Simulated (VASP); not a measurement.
# TaAs (I4_1md) in VASP: single point with r2SCAN

Aim: the single point of TaAs with r2SCAN.

All numbers are computed with VASP 6.6.1; they aren't measurements. Logs are shortened: lines on timing, memory, paths and dates and some standing lists are left out, and cuts for length are marked.

## Step 1: The crystal as given

It takes space group I4_1md (No. 109, tetragonal). Conventional cell: a = 3.488 Å, b = 3.488 Å, c = 11.803 Å, α = 90.00°, β = 90.00°, γ = 90.00°. As (site symmetry 2mm) is surrounded by 6 Ta at 2.62 to 2.66 Å. Ta (site symmetry 2mm) has 6 As at 2.62 to 2.66 Å as nearest neighbours.

The cell was built by a generator and needn't be a form met in nature.

## Step 2: Single point, r2SCAN

POSCAR reads:

```
TaAs
1.0
    0.0000000000      3.4880800000      0.0000000000
    3.4880800000      0.0000000000      0.0000000000
    1.7440400000      1.7440400000     -5.9015530000
As Ta
2 2
Direct
    0.4160000000      0.4160000000      0.1680000000
    0.1660000000      0.6660000000      0.6680000000
    0.0000000000      0.0000000000      0.0000000000
    0.7500000000      0.2500000000      0.5000000000
```

INCAR.step1 reads:

```
SYSTEM = TaAs
PREC = Accurate ; ENCUT = 520
ISMEAR = 1 ; SIGMA = 0.0659
LREAL = .FALSE. ; LASPH = .TRUE.
NELM = 100 ; NBANDS = 24
GGA = PE ; ALGO = Normal
EDIFF = 1E-4 ; LWAVE = .TRUE.
LCHARG = .FALSE.
```

INCAR.step2 reads:

```
SYSTEM = TaAs
PREC = Accurate ; ENCUT = 520
EDIFF = 1E-6 ; ISMEAR = 1
SIGMA = 0.0659 ; LREAL = .FALSE.
LASPH = .TRUE. ; NELM = 100
ALGO = Normal ; ISIF = 2
LWAVE = .FALSE. ; LCHARG = .FALSE.
METAGGA = R2SCAN ; LMIXTAU = .TRUE.
NBANDS = 24 ; ISTART = 1
```

KPOINTS reads:

```
regular mesh
0
G
  8 8 8
  0 0 0
```

Potentials or basis: VASP PAW PBE potentials, release 64 (As, Ta_pv).

Command:

```bash
$ cat potpaw_PBE.64/As/POTCAR potpaw_PBE.64/Ta_pv/POTCAR > POTCAR
$ cp INCAR.step1 INCAR
$ mpirun -np 1 vasp_std > vasp.out
$ cp INCAR.step2 INCAR
$ mpirun -np 1 vasp_std > vasp.out
```

OUTCAR:

```text
SYSTEM = TaAs
   PREC = Accurate
   ENCUT = 520
   EDIFF = 1E-6
   ISMEAR = 1
   LREAL = .FALSE.
   LASPH = .TRUE.
   NELM = 100
   ISIF = 2
   METAGGA = R2SCAN
   ISTART = 1

 ion  position               nearest neighbor table
   1  0.416  0.416  0.168-   4 2.62   4 2.62   3 2.66   3 2.66   3 2.66   3 2.66
   2  0.166  0.666  0.668-   3 2.62   3 2.62   4 2.66   4 2.66   4 2.66   4 2.66
   3  0.000  0.000  0.000-   2 2.62   2 2.62   1 2.66   1 2.66   1 2.66   1 2.66   4 3.43   4 3.43
                             4 3.43   4 3.43
   4  0.750  0.250  0.500-   1 2.62   1 2.62   2 2.66   2 2.66   2 2.66   2 2.66   3 3.43   3 3.43
                             3 3.43   3 3.43

  LATTYP: Found a body centered tetragonal cell.
 ALAT       =     3.4880800000
 C/A-ratio  =     3.3838403936

  Lattice vectors:

 A1 = (  -1.7440400000,   1.7440400000,   5.9015530000)
 A2 = (   1.7440400000,  -1.7440400000,   5.9015530000)
 A3 = (   1.7440400000,   1.7440400000,  -5.9015530000)

Analysis of symmetry for initial positions (statically):
=====================================================================
 Subroutine PRICEL returns:
 Original cell was already a primitive cell.

 Routine SETGRP: Setting up the symmetry group for a
 body centered tetragonal supercell.

 Subroutine GETGRP returns: Found  8 space group operations
 (whereof  4 operations were pure point group operations)
 out of a pool of 16 trial point group operations.

The static configuration has the point symmetry C_2v.
 The point group associated with its full space group is C_4v.

Analysis of symmetry for dynamics (positions and initial velocities):
=====================================================================
 Subroutine PRICEL returns:
 Original cell was already a primitive cell.

 Routine SETGRP: Setting up the symmetry group for a
 body centered tetragonal supercell.

 Subroutine GETGRP returns: Found  8 space group operations
 (whereof  4 operations were pure point group operations)
 out of a pool of 16 trial point group operations.

The dynamic configuration has the point symmetry C_2v.
 The point group associated with its full space group is C_4v.

 Subroutine INISYM returns: Found  8 space group operations
 (whereof  4 operations are pure point group operations),
 and found     1 'primitive' translations

----------------------------------------------------------------------------------------

                                     Primitive cell

  volume of cell :      71.8024

  direct lattice vectors                    reciprocal lattice vectors
     0.000000000  3.488080000  0.000000000     0.000000000  0.286690672  0.084723462
     3.488080000  0.000000000  0.000000000     0.286690672  0.000000000  0.084723462
     1.744040000  1.744040000 -5.901553000     0.000000000  0.000000000 -0.169446924

  length of vectors
     3.488080000  3.488080000  6.396223797     0.298947498  0.298947498  0.169446924

  position of ions in fractional coordinates (direct lattice)
     0.416000000  0.416000000  0.168000000
     0.166000000  0.666000000  0.668000000
     0.000000000  0.000000000  0.000000000
     0.750000000  0.250000000  0.500000000

  ion indices of the primitive-cell ions
   primitive index   ion index
                 1           1
                 2           2
                 3           3
                 4           4

----------------------------------------------------------------------------------------

 KPOINTS: regular mesh

Automatic generation of k-mesh.
 Grid dimensions read from file:
 generate k-points for:    8    8    8

 Generating k-lattice:

  Cartesian coordinates                     Fractional coordinates (reciprocal lattice)
     0.000000000  0.035836334  0.010590433     0.125000000  0.000000000  0.000000000
     0.035836334  0.000000000  0.010590433     0.000000000  0.125000000  0.000000000
     0.000000000  0.000000000 -0.021180865     0.000000000  0.000000000  0.125000000

  Length of vectors
     0.037368437  0.037368437  0.021180865

  Shift w.r.t. Gamma in fractional coordinates (k-lattice)
     0.000000000  0.000000000  0.000000000

 Subroutine IBZKPT returns following result:
 ===========================================

 Found     59 irreducible k-points:

 Following reciprocal coordinates:
            Coordinates               Weight
  0.000000  0.000000  0.000000      1.000000
  0.125000  0.000000  0.000000      8.000000
  0.250000  0.000000  0.000000      8.000000
  0.375000  0.000000  0.000000      8.000000
  0.500000  0.000000  0.000000      4.000000
  0.125000  0.125000  0.000000      8.000000
[... 16 lines left out ...]
  0.250000  0.000000  0.125000      4.000000
  0.375000  0.000000  0.125000      8.000000
 [... further k-points ...]
   k-points           NKPTS =     59   k-points in BZ     NKDIM =     59   number of bands    NBANDS=     24
   number of dos      NEDOS =    301   number of ions     NIONS =      4
   total plane-waves  NPLWV =  37632
   dimension x,y,z NGX =    28 NGY =   28 NGZ =   48
   dimension x,y,z NGXF=    56 NGYF=   56 NGZF=   96
   ions per type =               2   2
   NGX,Y,Z   is equivalent  to a cutoff of  13.35, 13.35, 12.48 a.u.
   NGXF,Y,Z  is equivalent  to a cutoff of  26.69, 26.69, 24.95 a.u.
 SYSTEM =  TaAs
   PREC   = accura    normal or accurate (medium, high low for compatibility)
   ISTART =      1    job   : 0-new  1-cont  2-samecut
   ICHARG =      0    charge: 1-file 2-atom 10-const
   ISPIN  =      1    spin polarized calculation?
   LNONCOLLINEAR =      F non collinear calculations
   LSORBIT =      F    spin-orbit coupling
   LASPH  =      T    aspherical Exc in radial PAW
   ENCUT  =  520.0 eV  38.22 Ry    6.18 a.u.   6.49  6.49 11.89*2*pi/ulx,y,z
   NELM   =    100;   NELMIN=  2; NELMDL=  0     # of ELM steps
   EDIFF  = 0.1E-05   stopping-criterion for ELM
   LREAL  =      F    real-space projection
   EDIFFG = 0.1E-04   stopping-criterion for IOM
   NSW    =      0    number of steps for IOM
   IBRION =     -1    ionic relax: 0-MD 1-quasi-New 2-CG
   NFREE  =      0    steps in history (QN), initial steepest desc. (CG)
   ISIF   =      2    stress and relaxation
   ISYM   =      2    0-nonsym 1-usesym 2-fastsym
   POTIM  = 0.5000    time-step for ionic-motion
   TEBEG  =    0.0;   TEEND  =   0.0 temperature during run
   PSTRESS=    0.0 pullay stress
   NELECT =      32.0000    total number of electrons
   NUPDOWN=      -1.0000    fix difference up-down
   EMIN   =  10.00;   EMAX   =-10.00  energy-range for DOS
   EFERMI =   0.00;   METHOD = LEGACY
   ISMEAR =     1;   SIGMA  =   0.07  broadening in eV -4-tet -1-fermi 0-gaus
   EFERMI_NEDOS =   21; number of points for ismear=-14 and -15
   IALGO  =     38    algorithm
   IMIX   =      4    mixing-type and parameters
     AMIX     =   0.40;   BMIX     =  1.00
     AMIX_MAG =   1.60;   BMIX_MAG =  1.00
  volume/ion in A,a.u.               =      17.95       121.14
  Fermi-wavevector in a.u.,A,eV,Ry     =   1.250485  2.363074 21.275598  1.563712
  Thomas-Fermi vector in A             =   2.384477
   LORBIT       =      0    0 simple, 1 ext, 2 COOP (PROOUT), +10 PAW based schemes
   METAGGA = R2SCAN    functional components
   LHFCALC =     F    Hartree Fock is set to
   AEXX    =    0.0000 exact exchange contribution
   IVDW    =     0    specifies the selected vdW correction
   LEPSILON=     F    determine dielectric tensor
   LRPA    =     F    only Hartree local field effects (RPA)
 non-spin polarized calculation
 Methfessel and Paxton  Order N= 1 SIGMA  =   0.07
  energy-cutoff  :      520.00
  volume of cell :       71.80
 maximum number of plane-waves:      1958
 NGX is ok and might be reduce to    28
   NGX = 13   NGY = 13   NGZ = 23

 number of electron      31.9999998 magnetization

 Free energy of the ion-electron system (eV)
  ---------------------------------------------------
  ext. energy  EPLUGINS =         0.00000000
  ---------------------------------------------------
  free energy    TOTEN  =      -129.02540076 eV

  energy without entropy =     -129.02492263  energy(sigma->0) =     -129.02524138

 E-fermi :   6.6578     XC(G=0): -12.5586

 val. band max:        6.6451635244   @ k =  -0.2500   0.0000   0.3750
 cond. band min:       6.6759907564   @ k =  -0.3750   0.0000   0.1250
 fundamental gap:      0.0308272320
 Fermi energy:         6.6578373559

 k-point     1 :       0.0000    0.0000    0.0000
  band No.  band energies     occupation
      1     -29.7490      2.00000
      2     -29.7273      2.00000
      3     -29.7273      2.00000
      4     -29.5796      2.00000
      5     -29.5796      2.00000
      6     -29.5212      2.00000
[... 16 lines left out ...]
     23      10.7669      0.00000
     24      10.7710      0.00000

 k-point     2 :       0.1250    0.0000    0.0000
  band No.  band energies     occupation
      1     -29.7559      2.00000
      2     -29.7337      2.00000
      3     -29.7254      2.00000
      4     -29.5999      2.00000
      5     -29.5772      2.00000
      6     -29.5239      2.00000
[... 16 lines left out ...]
     23      10.6218      0.00000
     24      11.4183      0.00000

 k-point     3 :       0.2500    0.0000    0.0000
  band No.  band energies     occupation
      1     -29.8065      2.00000
      2     -29.7207      2.00000
      3     -29.7150      2.00000
      4     -29.6451      2.00000
      5     -29.5715      2.00000
      6     -29.5340      2.00000
[... 16 lines left out ...]
     23      11.1662      0.00000
     24      12.5867      0.00000

 k-point     4 :       0.3750    0.0000    0.0000
  band No.  band energies     occupation
      1     -29.8587      2.00000
      2     -29.7159      2.00000
      3     -29.7121      2.00000
      4     -29.6663      2.00000
      5     -29.5658      2.00000
      6     -29.5496      2.00000
[... 16 lines left out ...]
     23      11.2018      0.00000
     24      13.0158      0.00000

 k-point     5 :       0.5000    0.0000    0.0000
  band No.  band energies     occupation
      1     -29.8802      2.00000
      2     -29.7254      2.00000
      3     -29.7139      2.00000
      4     -29.6574      2.00000
      5     -29.5634      2.00000
      6     -29.5588      2.00000
[... 16 lines left out ...]
     23      11.6315      0.00000
     24      12.9031      0.00000

 k-point     6 :       0.1250    0.1250    0.0000
  band No.  band energies     occupation
      1     -29.7540      2.00000
      2     -29.7489      2.00000
      3     -29.7202      2.00000
      4     -29.5996      2.00000
      5     -29.5948      2.00000
      6     -29.5301      2.00000
[... 16 lines left out ...]
     23      10.5696      0.00000
     24      11.1746      0.00000
[... 379 lines left out ...]
 k-point    21 :       0.5000    0.5000    0.0000
  band No.  band energies     occupation
      1     -29.8572      2.00000
      2     -29.8572      2.00000
      3     -29.6989      2.00000
      4     -29.6989      2.00000
      5     -29.5862      2.00000
      6     -29.5862      2.00000
[... 16 lines left out ...]
     23      10.8209      0.00000
     24      10.8209      0.00000

 k-point    22 :       0.0000    0.0000    0.1250
  band No.  band energies     occupation
      1     -29.7405      2.00000
      2     -29.7278      2.00000
      3     -29.7278      2.00000
      4     -29.5791      2.00000
      5     -29.5791      2.00000
      6     -29.5301      2.00000
[... 16 lines left out ...]
     23      10.8855      0.00000
     24      10.8855      0.00000

 k-point    23 :       0.2500    0.0000    0.1250
  band No.  band energies     occupation
      1     -29.8063      2.00000
      2     -29.7206      2.00000
      3     -29.7203      2.00000
      4     -29.6465      2.00000
      5     -29.5718      2.00000
      6     -29.5270      2.00000
[... 16 lines left out ...]
     23      11.3231      0.00000
     24      12.6268      0.00000

 k-point    24 :       0.3750    0.0000    0.1250
  band No.  band energies     occupation
      1     -29.8583      2.00000
      2     -29.7156      2.00000
      3     -29.7126      2.00000
      4     -29.6751      2.00000
      5     -29.5661      2.00000
      6     -29.5404      2.00000
[... 16 lines left out ...]
     23      11.1211      0.00000
     24      12.8222      0.00000

 [... further k-points ...]

------------------------ aborting loop because EDIFF is reached ----------------------------------------

  FORCE on cell =-STRESS in cart. coord.  units (eV):
  Direction    XX          YY          ZZ          XY          YZ          ZX
  --------------------------------------------------------------------------------------
  -------------------------------------------------------------------------------------
  Total       -2.8894230     -2.8894230     -1.7117813      0.0000000      0.0000000      0.0000000
  in kB      -64.4736885    -64.4736885    -38.1961584      0.0000000      0.0000000      0.0000000
  external PRESSURE =     -55.7145118 kB  Pullay stress =       0.0000000 kB

 VOLUME and BASIS-vectors are now :
 -----------------------------------------------------------------------------
  energy-cutoff  :      520.00
  volume of cell :       71.80
      direct lattice vectors                 reciprocal lattice vectors
     0.000000000  3.488080000  0.000000000     0.000000000  0.286690672  0.084723462
     3.488080000  0.000000000  0.000000000     0.286690672  0.000000000  0.084723462
     1.744040000  1.744040000 -5.901553000     0.000000000  0.000000000 -0.169446924

 POSITION                                       TOTAL-FORCE (eV/Angst)
 -----------------------------------------------------------------------------------
      1.74404      1.74404     -0.99146         0.000000      0.000000      0.203033
      3.48808      1.74404     -3.94224         0.000000      0.000000      0.203033
      0.00000      0.00000      0.00000        -0.000000     -0.000000     -0.203033
      1.74404      3.48808     -2.95078        -0.000000     -0.000000     -0.203033
 -----------------------------------------------------------------------------------
    total drift:                                0.000006      0.000006      0.001202

  FREE ENERGIE OF THE ION-ELECTRON SYSTEM (eV)
  ---------------------------------------------------
  free  energy   TOTEN  =      -129.0254007573 eV

  energy  without entropy=     -129.0249226308  energy(sigma->0) =     -129.02524138
```

Wall time 5.4 min (1 thread of AMD EPYC 7R13 (Zen 3), shared host); peak memory 0.22 GiB.

Results:

* Free energy: -129.0254 eV
* Pressure: -5.6 GPa
* Largest force: 0.203 eV/Å
* Band gap on the k mesh: none (metal or under the smearing width)

Forces on the atoms (eV/Å):
```
As   0.000  0.000  0.203
As   0.000  0.000  0.203
Ta   0.000  0.000 -0.203
Ta   0.000  0.000 -0.203
```

Stress tensor (GPa, compression positive):
```
-6.45  0.00  0.00
 0.00 -6.45  0.00
 0.00  0.00 -3.82
```

Levels at points of the mesh, in eV from the Fermi level:
```csv
k point,band 13,band 14,band 15,band 16,band 17,band 18,band 19,band 20
"(0.00, 0.00, 0.00)",-2.36,-1.95,-1.82,-1.82,0.86,1.55,2.35,3.02
"(0.50, 0.00, 0.00)",-2.57,-2.54,-1.62,-0.32,0.09,1.33,2.28,2.47
"(0.50, 0.50, 0.00)",-3.40,-3.40,-1.28,-1.28,2.78,2.78,3.04,3.04
"(0.00, 0.00, 0.50)",-2.81,-2.81,-1.19,-1.19,1.19,1.19,2.27,2.27
```

Caveat: the PAW data sets were made with another functional, which shifts forces and pressure a little.
